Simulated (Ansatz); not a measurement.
Here is the system:

Starting cell, GeO$_{2}$ (rutile):

```xyz
6
Lattice="4.4875 0.0000 0.0000 0.0000 4.4875 0.0000 0.0000 0.0000 2.9050" Properties=species:S:1:pos:R:3 pbc="T T T"
Ge     0.0000     0.0000     0.0000
Ge     2.2438     2.2438     1.4525
O      1.3783     1.3783     0.0000
O      3.6221     0.8654     1.4525
O      0.8654     3.6221     1.4525
O      3.1092     3.1092     0.0000
```

In each cell atom 5 (O, nearest neighbour Ge at 1.899 Å; its periodic images, 2.9 Å or more away, move with it) moves by s·(0.577, 0.577, 0.577) (along Cartesian [111]), the rest being held.

Calculation: PBE (plane waves to 420 eV, PAW, scalar-relativistic; Ansatz, a program for electronic structure). k mesh 6×6×9 (Γ-centred), Fermi-Dirac smearing 0.05 eV. Energies are smeared free energies. GeO2 was relaxed with its symmetry unable to fall. The zero of ΔE is the undisplaced structure.

The scan covers s from -0.380 to 0.380 Å in 11 points.

Question: Is the energy the same for equal positive and negative displacements?

Answer: Even: the same for both signs. With its periodic images moving along, the atom's site symmetry in this cell is mm2.

Question: What is the force constant k = d²E/ds² of this move at s = 0?

Answer: 8.77 eV/Å².

(For displaced atoms, the force is minus the slope of the energy, and its curvature is a force constant, which sets phonon frequencies.)
